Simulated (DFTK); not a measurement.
# BAs (F-43m) in DFTK: notebook

The runs below take BAs through band structure, equation of state, single point, with PBE, BJ06, RPBE, BLYP.

All numbers are computed with DFTK 0.8.2; they aren't measurements. Logs are shortened: lines on timing, memory, paths and dates and some standing lists are left out, and cuts for length are marked.

## 1. The structure

It takes space group F-43m (No. 216, cubic). Conventional cell: a = 4.777 Å, b = 4.777 Å, c = 4.777 Å, α = 90.00°, β = 90.00°, γ = 90.00°. Around As (site symmetry -43m) lie 4 B at 2.07 Å. Around B (site symmetry -43m) lie 4 As at 2.07 Å.

## 2. Band structure, PBE

run.jl

```julia
using DFTK
using PseudoPotentialData
using Unitful, UnitfulAtomic
using LinearAlgebra, Printf
using AtomsBase
include("save.jl")
disable_threading()

cell = [[0.0, 2.3885, 2.3885],
        [2.3885, 0.0, 2.3885],
        [2.3885, 2.3885, 0.0]]u"Å"
system = periodic_system([:As => [0.75, 0.75, 0.75],
                          :B => [0.0, 0.0, 0.0]],
                         cell; fractional=true)
lattice   = austrip.(hcat(cell_vectors(system)...))
symbols   = atomic_symbol(system, :) .|> Symbol
positions = [lattice \ austrip.(position(system, i)) for i in 1:length(system)]
pseudopotentials = PseudoFamily("cp2k.nc.sr.pbe.v0_1.semicore.gth")
elements = Dict(s => ElementPsp(s, pseudopotentials) for s in unique(symbols))
atoms    = [elements[s] for s in symbols]

build_model(lattice, positions; symmetries=true) =
    model_DFT(lattice, atoms, positions;
              functionals=PBE(),
              temperature=austrip(0.05u"eV"),
              smearing=Smearing.FermiDirac(),
              symmetries)
Ecut  = 28.0  # hartree
kgrid = [10, 10, 10]
tol   = 1e-6
to_GPa = ustrip(uconvert(u"GPa", 1u"hartree/bohr^3"))

model = build_model(lattice, positions)
basis = PlaneWaveBasis(model; Ecut, kgrid)
display(basis)
scfres = self_consistent_field(basis;
                               tol,
                               nbandsalg=AdaptiveBands(model; n_bands_converge=9))
display(scfres.energies)
@printf "Fermi level: %.6f eV\n" ustrip(auconvert(u"eV", something(scfres.εF, NaN)))
forces = compute_forces_cart(scfres)
println("Forces (eV/Å)")
for (s, f) in zip(symbols, forces)
    @printf "%-3s %12.6f %12.6f %12.6f\n" s ustrip.(auconvert.(u"eV/Å", f))...
end
stress = compute_stresses_cart(scfres)
println("Stress (GPa)")
display(round.(stress * to_GPa; digits=4))
println("Levels at the first k-point (eV): ", round.(ustrip.(auconvert.(u"eV", scfres.eigenvalues[1][1:scfres.n_bands_converge])); digits=4))
save_scf!(scfres; forces, stress)

points = Dict("G" => [0.0, 0.0, 0.0], "K" => [0.375, 0.375, 0.75], "L" => [0.5, 0.5, 0.5], "U" => [0.625, 0.25, 0.625], "W" => [0.5, 0.25, 0.75], "X" => [0.5, 0.0, 0.5])
segments = [("G", "X", 7), ("X", "W", 4), ("W", "K", 3), ("K", "G", 7), ("G", "L", 6), ("L", "U", 4), ("U", "W", 3), ("W", "L", 5), ("L", "K", 4), ("U", "X", 3)]
kcoords = vcat([[points[a] + t * (points[b] - points[a]) for t in range(0, 1, n)] for (a, b, n) in segments]...)
bands = compute_bands(scfres, ExplicitKpoints(kcoords); n_bands=11, tol=1e-5)
for (k, ε) in zip(bands.basis.kpoints, bands.eigenvalues)
    @printf "%d %8.4f %8.4f %8.4f " k.spin k.coordinate...
    println(join([@sprintf("%9.4f", e) for e in ustrip.(auconvert.(u"eV", ε .- scfres.εF))]))
end
results["band_energies"] = rows(bands.eigenvalues); results["band_kpoints"] = rows(kcoords)
```

Potentials or basis: cp2k.nc.sr.pbe.v0_1.semicore.gth (PBE, GTH).

Command:

```
> julia --threads=1 run.jl  # save.jl only writes the numbers to a file and isn't shown; printed stress counts tension as positive; times include loading and compiling
```

The log of the run:

```text
PlaneWaveBasis discretization:

    Ecut                 : 28.0 Ha
    fft_size             : (36, 36, 36), 46656 total points
    kgrid                : MonkhorstPack([10, 10, 10])
    num.   red. kpoints  : 1000
    num. irred. kpoints  : 73

    Discretized Model(gga_x_pbe+gga_c_pbe, 3D):
        lattice (in Bohr)    : [0         , 4.51361   , 4.51361   ]
                               [4.51361   , 0         , 4.51361   ]
                               [4.51361   , 4.51361   , 0         ]
        unit cell volume     : 183.91 Bohr³

        atoms                : AsB
        pseudopot. family    : PseudoFamily("cp2k.nc.sr.pbe.v0_1.semicore.gth")

        num. electrons       : 8
        spin polarization    : none
        temperature          : 0.0018375 Ha
        smearing             : DFTK.Smearing.FermiDirac()

        terms                : Kinetic()
                               AtomicLocal()
                               AtomicNonlocal()
                               Ewald(nothing)
                               PspCorrection()
                               Hartree()
                               Xc(gga_x_pbe, gga_c_pbe)
                               Entropy()
n     Energy            log10(ΔE)   log10(Δρ)   Diag   Δtime
---   ---------------   ---------   ---------   ----   ------
  1   -9.009024952322                   -0.46    3.5    4.77s
  2   -9.147659526639       -0.86       -1.17    2.1    4.11s
  3   -9.148476751182       -3.09       -1.82    2.0    3.65s
  4   -9.148522573343       -4.34       -2.76    1.1    3.04s
  5   -9.148525705862       -5.50       -3.44    2.8    3.11s
  6   -9.148525859425       -6.81       -4.03    2.0    3.50s
  7   -9.148525864522       -8.29       -4.77    1.9    3.06s
  8   -9.148525864978       -9.34       -5.70    2.4    2.68s
  9   -9.148525864985      -11.15       -6.19    2.6    3.50s
Energy breakdown (in Ha):
    Kinetic             4.3421530
    AtomicLocal         -2.8296751
    AtomicNonlocal      1.0386362
    Ewald               -9.9667093
    PspCorrection       0.3548233
    Hartree             0.6176163
    Xc                  -2.7053703
    Entropy             -0.0000000

    total               -9.148525864985
Fermi level: 8.057226 eV
Forces (eV/Å)
As      0.000000     0.000000     0.000000
B      -0.000000    -0.000000     0.000000
Stress (GPa)
3×3 StaticArraysCore.SMatrix{3, 3, Float64, 9} with indices SOneTo(3)×SOneTo(3):
 -2.0572   0.0      0.0
  0.0     -2.0572  -0.0
  0.0     -0.0     -2.0572
Levels at the first k-point (eV): [-7.926, 7.4703, 7.4703, 7.4703, 10.7507, 10.7507, 10.7507, 12.1176, 17.0462]
1   0.0000   0.0000   0.0000  -15.9832  -0.5869  -0.5869  -0.5869   2.6935   2.6935   2.6935   4.0604   8.9890  12.5334  12.5334
1   0.0833   0.0000   0.0833  -15.8316  -1.3102  -1.2086  -1.2086   2.3098   3.4806   3.4806   4.6702   9.5913  10.5673  12.7043
1   0.1667   0.0000   0.1667  -15.3788  -2.8707  -2.2943  -2.2943   1.6566   5.0494   5.0494   5.0498   9.1514  11.1358  13.2169
1   0.2500   0.0000   0.2500  -14.6389  -4.6818  -3.2836  -3.2836   1.0671   3.9447   6.8048   6.8048   9.7164  13.1372  14.0710
1   0.3333   0.0000   0.3333  -13.6468  -6.5236  -4.0346  -4.0346   0.6864   2.5490   8.5467   8.5467  10.9107  15.0397  15.2642
1   0.4167   0.0000   0.4167  -12.5141  -8.2016  -4.4983  -4.4983   0.5943   1.4892  10.0556  10.0556  11.9006  16.1844  16.7828
[... 38 lines left out ...]
1   0.5625   0.1250   0.5625  -11.7743  -8.9895  -5.4884  -4.5035   1.0011   2.2078  10.0874  10.1817  11.6857  15.2075  15.8816
1   0.5000   0.0000   0.5000  -11.8076  -9.0964  -4.6548  -4.6548   0.8437   0.8489  10.7497  10.7497  12.2961  16.4692  17.3670
```

Wall time 65 s (1 thread of Intel Xeon Platinum 8488C (Sapphire Rapids), shared host); peak memory 1.7 GiB.

Results:

- Free energy: -248.9441 eV
- Band gap on the k mesh: 1.17 eV, indirect (least direct gap 3.28 eV)
- Band gap along the path: 1.18 eV, indirect (least direct gap 3.28 eV)

Levels at the corners of the path, in eV from the valence-band top:
```
point  band 1  band 2  band 3  band 4  band 5  band 6  band 7  band 8  band 9
    Γ  -15.40    0.00    0.00    0.00    3.28    3.28    3.28    4.65    9.58
    X  -11.22   -8.51   -4.07   -4.07    1.43    1.44   11.34   11.34   12.88
    W  -11.06   -8.04   -5.48   -5.19    5.26    5.92    6.81    7.04   12.31
    K  -11.26   -8.13   -5.94   -3.48    2.04    5.55    9.21    9.74   10.62
    Γ  -15.40    0.00    0.00    0.00    3.28    3.28    3.28    4.65    9.58
    L  -12.53   -8.78   -1.81   -1.81    2.68    4.79    4.79    8.91   12.72
    U  -11.26   -8.13   -5.94   -3.48    2.04    5.55    9.21    9.74   10.62
    W  -11.06   -8.04   -5.48   -5.19    5.26    5.92    6.81    7.04   12.31
    L  -12.53   -8.78   -1.81   -1.81    2.68    4.79    4.79    8.91   12.72
    K  -11.26   -8.13   -5.94   -3.48    2.04    5.55    9.21    9.74   10.62
    U  -11.26   -8.13   -5.94   -3.48    2.04    5.55    9.21    9.74   10.62
    X  -11.22   -8.51   -4.07   -4.07    1.43    1.44   11.34   11.34   12.88
```

Caveat: the cutoff is short for these potentials, so energies and forces aren't converged, fitted volumes are rough and the log's stress (off by 3 to 10 GPa or more in trials) isn't used.

## 3. Band structure, BJ06

run.jl

```julia
using DFTK
using PseudoPotentialData
using Unitful, UnitfulAtomic
using LinearAlgebra, Printf
include("save.jl")
disable_threading()

lines     = readlines("BAs.xyz")
cell_ang  = reshape(parse.(Float64, split(match(r"Lattice=\"([^\"]+)\"", lines[2])[1])), 3, 3)
lattice   = austrip(1u"Å") * cell_ang
symbols   = [Symbol(split(l)[1]) for l in lines[3:end]]
positions = [round.(cell_ang \ parse.(Float64, split(l)[2:4]); digits=9) for l in lines[3:end]]
pseudopotentials = PseudoFamily("cp2k.nc.sr.pbe.v0_1.semicore.gth")
elements = Dict(s => ElementPsp(s, pseudopotentials) for s in unique(symbols))
atoms    = [elements[s] for s in symbols]

build_model(lattice, positions; symmetries=true) =
    model_DFT(lattice, atoms, positions;
              functionals=[:mgga_x_tb09, :lda_c_pw],
              temperature=austrip(0.05u"eV"),
              smearing=Smearing.FermiDirac(),
              symmetries)
Ecut  = 36.0  # hartree
kgrid = [9, 9, 9]
tol   = 1e-6
to_GPa = ustrip(uconvert(u"GPa", 1u"hartree/bohr^3"))

model = build_model(lattice, positions)
basis = PlaneWaveBasis(model; Ecut, kgrid)
display(basis)
scfres = self_consistent_field(basis;
                               tol,
                               nbandsalg=AdaptiveBands(model; n_bands_converge=9),
                               solver=ScfAndersonSolver())
display(scfres.energies)
@printf "Fermi level: %.6f eV\n" ustrip(auconvert(u"eV", something(scfres.εF, NaN)))
println("Levels at the first k-point (eV): ", round.(ustrip.(auconvert.(u"eV", scfres.eigenvalues[1][1:scfres.n_bands_converge])); digits=4))
save_scf!(scfres)

points = Dict("G" => [0.0, 0.0, 0.0], "K" => [0.375, 0.375, 0.75], "L" => [0.5, 0.5, 0.5], "U" => [0.625, 0.25, 0.625], "W" => [0.5, 0.25, 0.75], "X" => [0.5, 0.0, 0.5])
segments = [("G", "X", 7), ("X", "W", 4), ("W", "K", 3), ("K", "G", 7), ("G", "L", 6), ("L", "U", 4), ("U", "W", 3), ("W", "L", 5), ("L", "K", 4), ("U", "X", 3)]
kcoords = vcat([[points[a] + t * (points[b] - points[a]) for t in range(0, 1, n)] for (a, b, n) in segments]...)
bands = compute_bands(scfres, ExplicitKpoints(kcoords); n_bands=11, tol=1e-5)
for (k, ε) in zip(bands.basis.kpoints, bands.eigenvalues)
    @printf "%d %8.4f %8.4f %8.4f " k.spin k.coordinate...
    println(join([@sprintf("%9.4f", e) for e in ustrip.(auconvert.(u"eV", ε .- scfres.εF))]))
end
results["band_energies"] = rows(bands.eigenvalues); results["band_kpoints"] = rows(kcoords)
```

BAs.xyz

```xyz
2
Lattice="0.0000000000 2.3885000000 2.3885000000 2.3885000000 0.0000000000 2.3885000000 2.3885000000 2.3885000000 0.0000000000" Properties=species:S:1:pos:R:3 pbc="T T T"
As     3.5827500000      3.5827500000      3.5827500000
B      0.0000000000      0.0000000000      0.0000000000
```

Potentials or basis: cp2k.nc.sr.pbe.v0_1.semicore.gth (PBE, GTH).

Command:

```
> julia --threads=1 run.jl  # save.jl only writes the numbers to a file and isn't shown; printed stress counts tension as positive; times include loading and compiling
```

It took 77 s on 1 thread of Intel Xeon Platinum 8488C (Sapphire Rapids), shared host; peak memory 1.6 GiB.

The run converged. Its results:

```yaml
Band_gap_on_the_k_mesh: 1.33 eV, indirect (least direct gap 3.53 eV)
Band_gap_along_the_path: 1.29 eV, indirect (least direct gap 3.53 eV)
```

Levels at the corners of the path, in eV from the valence-band top:
```tsv
point	band 1	band 2	band 3	band 4	band 5	band 6	band 7	band 8
Γ	-15.46	0.00	0.00	0.00	3.53	3.53	3.53	5.39
X	-11.14	-8.66	-4.09	-4.09	1.52	1.53	12.34	12.34
W	-10.97	-8.20	-5.52	-5.23	5.52	6.54	6.69	7.35
K	-11.19	-8.27	-5.99	-3.49	2.16	5.83	9.83	10.41
Γ	-15.46	0.00	0.00	0.00	3.53	3.53	3.53	5.39
L	-12.52	-8.88	-1.81	-1.81	3.02	4.96	4.96	9.31
U	-11.19	-8.27	-5.99	-3.49	2.16	5.83	9.83	10.41
W	-10.97	-8.20	-5.52	-5.23	5.52	6.54	6.69	7.35
L	-12.52	-8.88	-1.81	-1.81	3.02	4.96	4.96	9.31
K	-11.19	-8.27	-5.99	-3.49	2.16	5.83	9.83	10.41
U	-11.19	-8.27	-5.99	-3.49	2.16	5.83	9.83	10.41
X	-11.14	-8.66	-4.09	-4.09	1.52	1.53	12.34	12.34
```

Caveat: the program leaves the constant c of mgga_x_tb09 at 1, so the potential is Becke-Johnson's (BJ06) and not Tran and Blaha's, with levels but no total energy; the cutoff is short for these potentials, so energies and forces aren't converged, fitted volumes are rough and the log's stress (off by 3 to 10 GPa or more in trials) isn't used; the potentials were made for another functional, which shifts forces and pressure.

## 4. Equation of state, RPBE

run.jl

```julia
using DFTK
using PseudoPotentialData
using Unitful, UnitfulAtomic
using LinearAlgebra, Printf
include("save.jl")
disable_threading()

# lattice vectors are the columns
lattice = austrip(1u"Å") * [           0.0         2.3885         2.3885;
                   2.3885            0.0         2.3885;
                   2.3885         2.3885            0.0]
symbols   = [:As, :B]
positions = [[0.75, 0.75, 0.75],
             [0.0, 0.0, 0.0]]
pseudopotentials = Dict(:As => "As.upf", :B => "B.upf")
elements = Dict(s => ElementPsp(s, pseudopotentials; rcut=10.0) for s in unique(symbols))
atoms    = [elements[s] for s in symbols]

build_model(lattice, positions; symmetries=true) =
    model_DFT(lattice, atoms, positions;
              functionals=[:gga_x_rpbe, :gga_c_pbe],
              temperature=austrip(0.05u"eV"),
              smearing=Smearing.FermiDirac(),
              symmetries)
Ecut  = 35.0  # hartree
kgrid = [8, 8, 8]
tol   = 1e-6
to_GPa = ustrip(uconvert(u"GPa", 1u"hartree/bohr^3"))

results["points"] = []
for scale in [0.94, 0.96, 0.98, 1.0, 1.02, 1.04, 1.06]
    println("\n=== scale = ", scale)
    model = build_model(cbrt(scale) * lattice, positions)
    basis = PlaneWaveBasis(model; Ecut, kgrid)
    t0 = time()
    scfres = self_consistent_field(basis;
                                   tol,
                                   nbandsalg=AdaptiveBands(model; n_bands_converge=9))
    seconds = time() - t0
    @printf "SCF: %d iterations, %.1f s\n" scfres.n_iter seconds
    forces = compute_forces_cart(scfres)
    stress = compute_stresses_cart(scfres)
    @printf "V = %.5f Å^3  F = %.8f Ha  max force = %.5f eV/Å  p = %.4f GPa\n" ustrip(auconvert(u"Å^3", model.unit_cell_volume)) scfres.energies.total ustrip(auconvert(u"eV/Å", maximum(norm, forces))) (-tr(stress) / 3 * to_GPa)
    push!(results["points"], save_scf!(scfres; forces, stress, d=Dict{String,Any}("seconds" => seconds, "n_matvec" => get(scfres, :n_matvec, 0))))
end

# third-order Birch-Murnaghan fit in x = V^(-2/3)
V = [0.94, 0.96, 0.98, 1.0, 1.02, 1.04, 1.06] * abs(det(lattice))
E = [p["total"] for p in results["points"]]
x = V .^ (-2 / 3)
c = [x .^ 0 x x .^ 2 x .^ 3] \ E
Δ = c[3]^2 - 3c[2] * c[4]
if Δ > 0
    x0 = (-c[3] + sqrt(Δ)) / 3c[4]
    B0 = 4 / 9 * x0^(7 / 2) * (2c[3] + 6c[4] * x0)
    @printf "V0 = %.4f Å^3  B0 = %.2f GPa\n" ustrip(auconvert(u"Å^3", x0^(-3 / 2))) B0 * to_GPa
end
```

Potentials or basis: SG15 1.2 (PBE).

Command:

```
> julia --threads=1 run.jl  # save.jl only writes the numbers to a file and isn't shown; printed stress counts tension as positive; times include loading and compiling
```

The log of the run:

```text
=== scale = 0.94
n     Energy            log10(ΔE)   log10(Δρ)   Diag   Δtime
---   ---------------   ---------   ---------   ----   ------
  1   -9.150204956365                   -0.78    4.0    3.05s
  2   -9.176681081501       -1.58       -1.51    1.8    2.58s
  3   -9.177233692148       -3.26       -2.14    2.1    1.75s
  4   -9.177269297931       -4.45       -2.92    2.0    2.49s
  5   -9.177270748081       -5.84       -3.62    2.6    2.62s
  6   -9.177270783700       -7.45       -4.47    2.7    1.67s
  7   -9.177270784852       -8.94       -5.18    2.8    2.63s
  8   -9.177270784878      -10.58       -6.08    2.3    2.44s
SCF: 8 iterations, 19.5 s
V = 25.61731 Å^3  F = -9.17727078 Ha  max force = 0.00000 eV/Å  p = 13.1511 GPa

=== scale = 0.96
n     Energy            log10(ΔE)   log10(Δρ)   Diag   Δtime
---   ---------------   ---------   ---------   ----   ------
  1   -9.152752626086                   -0.79    4.0    2.94s
  2   -9.178119015063       -1.60       -1.51    1.8    2.17s
[... 41 further cycles ...]
  9   -9.180462799261      -11.80       -6.56    2.6    3.17s
SCF: 9 iterations, 26.0 s
V = 28.34256 Å^3  F = -9.18046280 Ha  max force = 0.00000 eV/Å  p = -1.7169 GPa

=== scale = 1.06
n     Energy            log10(ΔE)   log10(Δρ)   Diag   Δtime
---   ---------------   ---------   ---------   ----   ------
  1   -9.159227672783                   -0.85    3.8    3.61s
  2   -9.179607146846       -1.69       -1.51    1.6    2.61s
  3   -9.180079130951       -3.33       -2.20    2.3    2.27s
  4   -9.180108544750       -4.53       -3.00    2.0    2.85s
  5   -9.180109925465       -5.86       -3.60    2.8    3.32s
  6   -9.180109961593       -7.44       -4.59    2.8    3.09s
  7   -9.180109962510       -9.04       -5.06    2.9    2.60s
  8   -9.180109962534      -10.63       -5.84    2.2    3.04s
  9   -9.180109962536      -11.68       -6.49    2.8    4.40s
SCF: 9 iterations, 28.3 s
V = 28.88761 Å^3  F = -9.18010996 Ha  max force = 0.00000 eV/Å  p = -3.8983 GPa
V0 = 27.9504 Å^3  B0 = 126.40 GPa
```

Run time: 8.3 min. Hardware: 1 thread of Intel Xeon Platinum 8488C (Sapphire Rapids), shared host; peak memory 1.7 GiB.

What came out:

```yaml
Equilibrium_volume: "13.98 Å³/atom (rough: see the caveat)"
Bulk_modulus: 126 GPa (rough)
```

Energy against volume, from the lowest point:
```
volume (Å³/atom)  energy (meV/atom)
          12.809              44.33
          13.081              25.06
          13.354              11.61
          13.626               3.42
          13.899               0.00
          14.171               0.90
          14.444               5.70
```

Caveat: the cutoff is short for these potentials, so energies and forces aren't converged, fitted volumes are rough and the log's stress (off by 3 to 10 GPa or more in trials) isn't used; the potentials were made for another functional, which shifts forces and pressure.

## 5. Single point, RPBE, 12.81 Å³/atom (volume scaled by 0.94)

run.jl is that of step 4.

Potentials or basis: SG15 1.2 (PBE).

Command:

```
> julia --threads=1 run.jl  # one pass of the loop, scale = 0.94; save.jl only writes the numbers to a file and isn't shown; printed stress counts tension as positive; times include loading and compiling
```

The log of the run:

```text
=== scale = 0.94
n     Energy            log10(ΔE)   log10(Δρ)   Diag   Δtime
---   ---------------   ---------   ---------   ----   ------
  1   -9.150204956365                   -0.78    4.0    3.05s
  2   -9.176681081501       -1.58       -1.51    1.8    2.58s
  3   -9.177233692148       -3.26       -2.14    2.1    1.75s
  4   -9.177269297931       -4.45       -2.92    2.0    2.49s
  5   -9.177270748081       -5.84       -3.62    2.6    2.62s
  6   -9.177270783700       -7.45       -4.47    2.7    1.67s
  7   -9.177270784852       -8.94       -5.18    2.8    2.63s
  8   -9.177270784878      -10.58       -6.08    2.3    2.44s
SCF: 8 iterations, 19.5 s
V = 25.61731 Å^3  F = -9.17727078 Ha  max force = 0.00000 eV/Å  p = 13.1511 GPa
```

Run time: 19 s. Hardware: 1 thread of Intel Xeon Platinum 8488C (Sapphire Rapids), shared host.

What came out:

- Free energy: -249.7263 eV
- Band gap on the k mesh: 1.22 eV, indirect (least direct gap 3.38 eV)

Caveat: the cutoff is short for these potentials, so energies and forces aren't converged, fitted volumes are rough and the log's stress (off by 3 to 10 GPa or more in trials) isn't used; the potentials were made for another functional, which shifts forces and pressure.

## 6. Single point, RPBE, 13.08 Å³/atom (volume scaled by 0.96)

run.jl is that of step 5.

Potentials or basis: SG15 1.2 (PBE).

Command:

```
> julia --threads=1 run.jl  # one pass of the loop, scale = 0.96; save.jl only writes the numbers to a file and isn't shown; printed stress counts tension as positive; times include loading and compiling
```

Wall time 18 s (1 thread of Intel Xeon Platinum 8488C (Sapphire Rapids), shared host).

It converged, with:

* Free energy: -249.7648 eV
* Band gap on the k mesh: 1.24 eV, indirect (least direct gap 3.35 eV)

Caveat: the cutoff is short for these potentials, so energies and forces aren't converged, fitted volumes are rough and the log's stress (off by 3 to 10 GPa or more in trials) isn't used; the potentials were made for another functional, which shifts forces and pressure.

(Continued in part 2 of 2.)
